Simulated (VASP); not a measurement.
# MoS2 in VASP: band structure with PBEsol

Aim: the band structure of MoS2 with PBEsol.

Everything below comes from runs of VASP 6.6.1. Logs are shortened: lines on timing, memory, paths and dates and some standing lists are left out, and cuts for length are marked.

**1. Starting point**

The cell holds a slab with vacuum, 12 atoms: a = 3.141 Å, b = 3.141 Å, c = 33.748 Å, α = 90.00°, β = 90.00°, γ = 120.00°.

**2. Band structure, PBEsol**

The input, INCAR:

```
PREC = Accurate ; ENCUT = 520
EDIFF = 1E-6 ; ISMEAR = 0
SIGMA = 0.02 ; LREAL = False
LASPH = True ; NELM = 80
ALGO = Fast ; ISIF = 2
LWAVE = False ; LCHARG = False
LMAXMIX = 4 ; GGA = PS
```

The input, KPOINTS:

```
regular mesh
0
Gamma
  12 12 1
```

The input, POSCAR:

```
MoS2
1.0
    3.1414000000      0.0000000000      0.0000000000
   -1.5707000000      2.7205400000      0.0000000000
    0.0000000000      0.0000000000     33.7480500000
Mo S
4 8
Direct
    0.6666700000      0.3333300000      0.9065300000
    0.6666700000      0.3333300000      0.2788500000
    0.3333300000      0.6666700000      0.7211500000
    0.3333300000      0.6666700000      0.0934700000
    0.3333300000      0.6666700000      0.9527300000
    0.3333300000      0.6666700000      0.3250100000
    0.6666700000      0.3333300000      0.7673500000
    0.6666700000      0.3333300000      0.1396600000
    0.3333300000      0.6666700000      0.8603400000
    0.3333300000      0.6666700000      0.2326500000
    0.6666700000      0.3333300000      0.6749900000
    0.6666700000      0.3333300000      0.0472700000
```

The input, KPOINTS_OPT:

```
path GMKGALHA,LM,KH
10
line-mode
reciprocal
 0.0000000000  0.0000000000  0.0000000000  G
 0.5000000000  0.0000000000  0.0000000000  M

 0.5000000000  0.0000000000  0.0000000000  M
 0.3333333333  0.3333333333  0.0000000000  K

 0.3333333333  0.3333333333  0.0000000000  K
 0.0000000000  0.0000000000  0.0000000000  G

 0.0000000000  0.0000000000  0.0000000000  G
 0.0000000000  0.0000000000  0.5000000000  A

 0.0000000000  0.0000000000  0.5000000000  A
 0.5000000000  0.0000000000  0.5000000000  L

 0.5000000000  0.0000000000  0.5000000000  L
 0.3333333333  0.3333333333  0.5000000000  H

 0.3333333333  0.3333333333  0.5000000000  H
 0.0000000000  0.0000000000  0.5000000000  A

 0.5000000000  0.0000000000  0.5000000000  L
 0.5000000000  0.0000000000  0.0000000000  M

 0.3333333333  0.3333333333  0.0000000000  K
 0.3333333333  0.3333333333  0.5000000000  H
```

Potentials or basis: VASP PAW PBE potentials, release 64 (Mo_sv, S).

Command:

```bash
cat potpaw_PBE.64/Mo_sv/POTCAR potpaw_PBE.64/S/POTCAR > POTCAR
mpirun -np 1 vasp_std > vasp.out
```

OUTCAR:

```text
PREC = Accurate
   ENCUT = 520
   EDIFF = 1E-6
   ISMEAR = 0
   LREAL = False
   LASPH = True
   NELM = 80
   ISIF = 2
   GGA = PS

 ion  position               nearest neighbor table
   1  0.667  0.333  0.907-   9 2.39   9 2.39   9 2.39   5 2.39   5 2.39   5 2.39
   2  0.667  0.333  0.279-   6 2.39   6 2.39   6 2.39  10 2.39  10 2.39  10 2.39
   3  0.333  0.667  0.721-  11 2.39  11 2.39  11 2.39   7 2.39   7 2.39   7 2.39
   4  0.333  0.667  0.093-   8 2.39   8 2.39   8 2.39  12 2.39  12 2.39  12 2.39
   5  0.333  0.667  0.953-   1 2.39   1 2.39   1 2.39
   6  0.333  0.667  0.325-   2 2.39   2 2.39   2 2.39
   7  0.667  0.333  0.767-   3 2.39   3 2.39   3 2.39
   8  0.667  0.333  0.140-   4 2.39   4 2.39   4 2.39
   9  0.333  0.667  0.860-   1 2.39   1 2.39   1 2.39
  10  0.333  0.667  0.233-   2 2.39   2 2.39   2 2.39
  11  0.667  0.333  0.675-   3 2.39   3 2.39   3 2.39
  12  0.667  0.333  0.047-   4 2.39   4 2.39   4 2.39

  LATTYP: Found a hexagonal cell.
 ALAT       =     3.1414000000
 C/A-ratio  =    10.7429967530

  Lattice vectors:

 A1 = (   3.1414000000,   0.0000000000,   0.0000000000)
 A2 = (  -1.5707000000,   2.7205400000,   0.0000000000)
 A3 = (   0.0000000000,   0.0000000000,  33.7480500000)

Analysis of symmetry for initial positions (statically):
=====================================================================
 Subroutine PRICEL returns:
 Original cell was already a primitive cell.

 Routine SETGRP: Setting up the symmetry group for a
 hexagonal supercell.

 Subroutine GETGRP returns: Found  4 space group operations
 (whereof  4 operations were pure point group operations)
 out of a pool of 24 trial point group operations.

The static configuration has the point symmetry C_2h.

Analysis of symmetry for dynamics (positions and initial velocities):
=====================================================================
 Subroutine PRICEL returns:
 Original cell was already a primitive cell.

 Routine SETGRP: Setting up the symmetry group for a
 hexagonal supercell.

 Subroutine GETGRP returns: Found  4 space group operations
 (whereof  4 operations were pure point group operations)
 out of a pool of 24 trial point group operations.

The dynamic configuration has the point symmetry C_2h.

 Subroutine INISYM returns: Found  4 space group operations
 (whereof  4 operations are pure point group operations),
 and found     1 'primitive' translations

----------------------------------------------------------------------------------------

                                     Primitive cell

  volume of cell :     288.4211

  direct lattice vectors                    reciprocal lattice vectors
     3.141400000  0.000000000  0.000000000     0.318329407  0.183787042  0.000000000
    -1.570700000  2.720540000  0.000000000     0.000000000  0.367574085  0.000000000
     0.000000000  0.000000000 33.748050000     0.000000000  0.000000000  0.029631342

  length of vectors
     3.141400000  3.141406752 33.748050000     0.367574875  0.367574085  0.029631342

  position of ions in fractional coordinates (direct lattice)
     0.666670000  0.333330000  0.906530000
     0.666670000  0.333330000  0.278850000
     0.333330000  0.666670000  0.721150000
     0.333330000  0.666670000  0.093470000
     0.333330000  0.666670000  0.952730000
     0.333330000  0.666670000  0.325010000
     0.666670000  0.333330000  0.767350000
     0.666670000  0.333330000  0.139660000
     0.333330000  0.666670000  0.860340000
     0.333330000  0.666670000  0.232650000
     0.666670000  0.333330000  0.674990000
     0.666670000  0.333330000  0.047270000

  ion indices of the primitive-cell ions
   primitive index   ion index
                 1           1
                 2           2
                 3           3
                 4           4
                 5           5
                 6           6
                 7           7
                 8           8
                 9           9
                10          10
                11          11
                12          12

----------------------------------------------------------------------------------------

 KPOINTS: regular mesh

Automatic generation of k-mesh.
 Grid dimensions read from file:
 generate k-points for:   12   12    1

 Generating k-lattice:

  Cartesian coordinates                     Fractional coordinates (reciprocal lattice)
     0.026527451  0.015315587  0.000000000     0.083333333 -0.000000000  0.000000000
     0.000000000  0.030631174  0.000000000     0.000000000  0.083333333  0.000000000
     0.000000000  0.000000000  0.029631342     0.000000000  0.000000000  1.000000000

  Length of vectors
     0.030631240  0.030631174  0.029631342

  Shift w.r.t. Gamma in fractional coordinates (k-lattice)
     0.000000000  0.000000000  0.000000000

 Subroutine IBZKPT returns following result:
 ===========================================

 Found     43 irreducible k-points:

 Following reciprocal coordinates:
            Coordinates               Weight
  0.000000  0.000000  0.000000      1.000000
  0.083333  0.000000  0.000000      4.000000
 -0.083333  0.083333  0.000000      2.000000
  0.166667  0.000000  0.000000      4.000000
 -0.166667  0.166667  0.000000      2.000000
  0.250000  0.000000  0.000000      4.000000
[... 16 lines left out ...]
 -0.083333  0.416667  0.000000      4.000000
 -0.416667  0.333333  0.000000      4.000000
 [... further k-points ...]
   k-points           NKPTS =     43   k-points in BZ     NKDIM =     43   number of bands    NBANDS=     62
   number of dos      NEDOS =    301   number of ions     NIONS =     12
   total plane-waves  NPLWV = 145152
   dimension x,y,z NGX =    24 NGY =   24 NGZ =  252
   dimension x,y,z NGXF=    48 NGYF=   48 NGZF=  504
   ions per type =               4   8
   NGX,Y,Z   is equivalent  to a cutoff of  12.70, 12.70, 12.41 a.u.
   NGXF,Y,Z  is equivalent  to a cutoff of  25.40, 25.40, 24.83 a.u.
 SYSTEM =  unknown system
   PREC   = accura    normal or accurate (medium, high low for compatibility)
   ISTART =      0    job   : 0-new  1-cont  2-samecut
   ICHARG =      2    charge: 1-file 2-atom 10-const
   ISPIN  =      1    spin polarized calculation?
   LNONCOLLINEAR =      F non collinear calculations
   LSORBIT =      F    spin-orbit coupling
   LASPH  =      T    aspherical Exc in radial PAW
   ENCUT  =  520.0 eV  38.22 Ry    6.18 a.u.   5.84  5.84 62.75*2*pi/ulx,y,z
   NELM   =     80;   NELMIN=  2; NELMDL= -5     # of ELM steps
   EDIFF  = 0.1E-05   stopping-criterion for ELM
   LREAL  =      F    real-space projection
   EDIFFG = 0.1E-04   stopping-criterion for IOM
   NSW    =      0    number of steps for IOM
   IBRION =     -1    ionic relax: 0-MD 1-quasi-New 2-CG
   NFREE  =      0    steps in history (QN), initial steepest desc. (CG)
   ISIF   =      2    stress and relaxation
   ISYM   =      2    0-nonsym 1-usesym 2-fastsym
   POTIM  = 0.5000    time-step for ionic-motion
   TEBEG  =    0.0;   TEEND  =   0.0 temperature during run
   PSTRESS=    0.0 pullay stress
   NELECT =     104.0000    total number of electrons
   NUPDOWN=      -1.0000    fix difference up-down
   EMIN   =  10.00;   EMAX   =-10.00  energy-range for DOS
   EFERMI =   0.00;   METHOD = LEGACY
   ISMEAR =     0;   SIGMA  =   0.02  broadening in eV -4-tet -1-fermi 0-gaus
   EFERMI_NEDOS =   21; number of points for ismear=-14 and -15
   IALGO  =     68    algorithm
   IMIX   =      4    mixing-type and parameters
     AMIX     =   0.40;   BMIX     =  1.00
     AMIX_MAG =   1.60;   BMIX_MAG =  1.00
  volume/ion in A,a.u.               =      24.04       162.20
  Fermi-wavevector in a.u.,A,eV,Ry     =   1.165226  2.201958 18.473341  1.357752
  Thomas-Fermi vector in A             =   2.301755
   LORBIT       =      0    0 simple, 1 ext, 2 COOP (PROOUT), +10 PAW based schemes
   GGA     = PS    functional components
   LHFCALC =     F    Hartree Fock is set to
   AEXX    =    0.0000 exact exchange contribution
   IVDW    =     0    specifies the selected vdW correction
   LEPSILON=     F    determine dielectric tensor
   LRPA    =     F    only Hartree local field effects (RPA)
 non-spin polarized calculation
 RMM-DIIS sequential band-by-band and
 Gauss-broadening in eV      SIGMA  =   0.02
  energy-cutoff  :      520.00
  volume of cell :      288.42
 maximum number of plane-waves:      7816
   NGX = 11   NGY = 11   NGZ =125

 number of electron     103.9999996 magnetization

 Free energy of the ion-electron system (eV)
  ---------------------------------------------------
  ext. energy  EPLUGINS =         0.00000000
  ---------------------------------------------------
  free energy    TOTEN  =       -93.78340566 eV

  energy without entropy =      -93.78340566  energy(sigma->0) =      -93.78340566

 E-fermi :   4.0975     XC(G=0):  -8.3969

 val. band max:        3.9950697887   @ k =   0.0000   0.0000   0.0000
 cond. band min:       5.1116868933   @ k =  -0.1667   0.3333   0.0000
 fundamental gap:      1.1166171046
 Fermi energy:         4.0974586409

 k-point     1 :       0.0000    0.0000    0.0000
  band No.  band energies     occupation
      1     -57.2324      2.00000
      2     -57.2324      2.00000
      3     -57.2307      2.00000
      4     -57.2307      2.00000
      5     -31.4438      2.00000
      6     -31.4437      2.00000
[... 54 lines left out ...]
     61       6.6127      0.00000
     62       6.6233      0.00000

 k-point     2 :       0.0833    0.0000    0.0000
  band No.  band energies     occupation
      1     -57.2294      2.00000
      2     -57.2294      2.00000
      3     -57.2277      2.00000
      4     -57.2277      2.00000
      5     -31.4379      2.00000
      6     -31.4379      2.00000
[... 1429 lines left out ...]
      6     -31.5467      2.00000
[... 54 lines left out ...]
     61       6.9054      0.00000
     62       7.2487      0.00000

 [... further k-points ...]

------------------------ aborting loop because EDIFF is reached ----------------------------------------

  FORCE on cell =-STRESS in cart. coord.  units (eV):
  Direction    XX          YY          ZZ          XY          YZ          ZX
  --------------------------------------------------------------------------------------
  -------------------------------------------------------------------------------------
  Total       -0.0205155     -0.0197180      0.0038762      0.0006908     -0.0000115      0.0000199
  in kB       -0.1139636     -0.1095335      0.0215320      0.0038371     -0.0000636      0.0001105
  external PRESSURE =      -0.0673217 kB  Pullay stress =       0.0000000 kB

 VOLUME and BASIS-vectors are now :
 -----------------------------------------------------------------------------
  energy-cutoff  :      520.00
  volume of cell :      288.42
      direct lattice vectors                 reciprocal lattice vectors
     3.141400000  0.000000000  0.000000000     0.318329407  0.183787042  0.000000000
    -1.570700000  2.720540000  0.000000000     0.000000000  0.367574085  0.000000000
     0.000000000  0.000000000 33.748050000     0.000000000  0.000000000  0.029631342

 POSITION                                       TOTAL-FORCE (eV/Angst)
 -----------------------------------------------------------------------------------
      1.57072      0.90684     30.59362        -0.000643      0.000371      0.009297
      1.57072      0.90684      9.41064        -0.000653      0.000377      0.004553
     -0.00002      1.81370     24.33741         0.000653     -0.000377     -0.004553
     -0.00002      1.81370      3.15443         0.000643     -0.000371     -0.009297
     -0.00002      1.81370     32.15278         0.000321     -0.000185      0.001426
     -0.00002      1.81370     10.96845         0.000330     -0.000190      0.002862
      1.57072      0.90684     25.89657        -0.000325      0.000187     -0.000542
      1.57072      0.90684      4.71325        -0.000320      0.000185      0.001308
     -0.00002      1.81370     29.03480         0.000320     -0.000185     -0.001308
     -0.00002      1.81370      7.85148         0.000325     -0.000187      0.000542
      1.57072      0.90684     22.77960        -0.000330      0.000190     -0.002862
      1.57072      0.90684      1.59527        -0.000321      0.000185     -0.001426
 -----------------------------------------------------------------------------------
    total drift:                                0.000000      0.000000      0.000000

  FREE ENERGIE OF THE ION-ELECTRON SYSTEM (eV)
  ---------------------------------------------------
  free  energy   TOTEN  =       -93.7834056619 eV

  energy  without entropy=      -93.7834056619  energy(sigma->0) =      -93.78340566
```

It took 42 min on 1 thread of Intel Xeon Platinum 8259CL at 2.50GHz (Skylake/Cascade Lake), shared host; peak memory 0.96 GiB.

What came out:

| Item | Value |
| --- | --- |
| Free energy | -93.7834 eV |
| Largest force | 0.009 eV/Å |
| Band gap on the k mesh | 1.12 eV, indirect (least direct gap 1.76 eV) |
| Band gap along the path | 1.11 eV, indirect (least direct gap 1.76 eV) |

Forces on the atoms (eV/Å):
```
Mo  -0.001  0.000  0.009
Mo  -0.001  0.000  0.005
Mo   0.001  0.000 -0.005
Mo   0.001  0.000 -0.009
S    0.000  0.000  0.001
S    0.000  0.000  0.003
S    0.000  0.000 -0.001
S    0.000  0.000  0.001
S    0.000  0.000 -0.001
S    0.000  0.000  0.001
S    0.000  0.000 -0.003
S    0.000  0.000 -0.001
```

Levels at the corners of the path, in eV from the valence-band top:
| point | band 49 | band 50 | band 51 | band 52 | band 53 | band 54 | band 55 | band 56 |
| --- | --- | --- | --- | --- | --- | --- | --- | --- |
| Γ | -0.92 | -0.51 | -0.17 | 0.00 | 2.35 | 2.35 | 2.36 | 2.36 |
| M | -1.25 | -1.22 | -1.19 | -1.18 | 1.86 | 1.87 | 1.88 | 1.89 |
| M | -1.25 | -1.22 | -1.19 | -1.18 | 1.86 | 1.87 | 1.88 | 1.89 |
| K | -0.60 | -0.56 | -0.51 | -0.48 | 1.28 | 1.28 | 1.28 | 1.28 |
| K | -0.60 | -0.56 | -0.51 | -0.48 | 1.28 | 1.28 | 1.28 | 1.28 |
| Γ | -0.92 | -0.51 | -0.17 | 0.00 | 2.35 | 2.35 | 2.36 | 2.36 |
| Γ | -0.92 | -0.51 | -0.17 | 0.00 | 2.35 | 2.35 | 2.36 | 2.36 |
| A | -0.92 | -0.51 | -0.17 | 0.00 | 2.35 | 2.35 | 2.35 | 2.36 |
| A | -0.92 | -0.51 | -0.17 | 0.00 | 2.35 | 2.35 | 2.36 | 2.36 |
| L | -1.25 | -1.22 | -1.19 | -1.18 | 1.86 | 1.87 | 1.88 | 1.89 |
| L | -1.25 | -1.22 | -1.19 | -1.18 | 1.86 | 1.87 | 1.88 | 1.89 |
| H | -0.60 | -0.56 | -0.51 | -0.48 | 1.28 | 1.28 | 1.28 | 1.28 |
| H | -0.60 | -0.56 | -0.51 | -0.48 | 1.28 | 1.28 | 1.28 | 1.28 |
| A | -0.92 | -0.51 | -0.17 | 0.00 | 2.35 | 2.35 | 2.36 | 2.36 |
| L | -1.25 | -1.22 | -1.19 | -1.18 | 1.86 | 1.87 | 1.88 | 1.89 |
| M | -1.25 | -1.22 | -1.19 | -1.18 | 1.86 | 1.87 | 1.88 | 1.89 |
| K | -0.60 | -0.56 | -0.51 | -0.48 | 1.28 | 1.28 | 1.28 | 1.28 |
| H | -0.60 | -0.56 | -0.51 | -0.48 | 1.28 | 1.28 | 1.28 | 1.28 |

Caveat: the PAW data sets were made with another functional, which shifts forces and pressure a little. PBEsol gaps usually lie below the measured ones, often by a third to a half.
